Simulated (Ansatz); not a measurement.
This Ansatz (a quantum-chemistry and plane-wave program) input is the reference run, BaSnO3 in the cubic perovskite structure (space group Pm-3m, No. 221), computed with Ansatz, PBEsol, PAW, cutoff 420 eV, no SOC:

Ansatz 0.2 input:
```yaml
crystal:
  lattice:
    - [4.1218589957, 0, 0]
    - [0, 4.1218589957, 0]
    - [0, 0, 4.1218589957]
  atoms:
    - { symbol: Ba, position: [0, 0, 0] }
    - { symbol: Sn, position: [0.5, 0.5, 0.5] }
    - { symbol: O, position: [0, 0.5, 0.5] }
    - { symbol: O, position: [0.5, 0.5, 0] }
    - { symbol: O, position: [0.5, 0, 0.5] }
basis: { ecutwfc: 420, ecutrho_ratio: 4, xc_grid: 2, fft_grid_basis: typed }
kpoints: { mp_grid: { grid: [8, 8, 8] } }
hamiltonian:
  xc: pbesol
  dispersion: none
  pseudopotentials: { kind: paw }
scf: { occupations: { method: fermi_dirac, width: 0.05 }, convergence: { dr2_threshold: 0.0000000005 } }
output: { forces: true, stress: true }
checkpoint: { write: state.ck, write_every: 1000 }
```

Q: Write the input for this change: biaxial strain +1.13 %, plane normal [001], relaxed out of plane (Cartesian); in-plane vectors clamped, the third vector and the atoms free.

A: 
Ansatz 0.2 input:
```yaml
crystal:
  lattice:
    - [4.1684360024, 0, 0]
    - [0, 4.1684360024, 0]
    - [0, 0, 4.0985704924]
  atoms:
    - { symbol: Ba, position: [0, 0, 0] }
    - { symbol: Sn, position: [0.5, 0.5, 0.5] }
    - { symbol: O, position: [0, 0.5, 0.5] }
    - { symbol: O, position: [0.5, 0.5, 0] }
    - { symbol: O, position: [0.5, 0, 0.5] }
basis: { ecutwfc: 420, ecutrho_ratio: 4, xc_grid: 2, fft_grid_basis: typed }
kpoints: { mp_grid: { grid: [8, 8, 8] } }
hamiltonian:
  xc: pbesol
  dispersion: none
  pseudopotentials: { kind: paw }
scf: { occupations: { method: fermi_dirac, width: 0.05 } }
relax: { f_tol: 0.005, max_steps: 50, cell: { stress_tol: 0.01, fix: [a, b, gamma] } }
output: { forces: true, stress: true }
checkpoint: { write: state.ck, write_every: 1000 }
```
This is the input that was run; other choices of cell and start would serve too.

Whether these cells are dynamically stable was not tested.
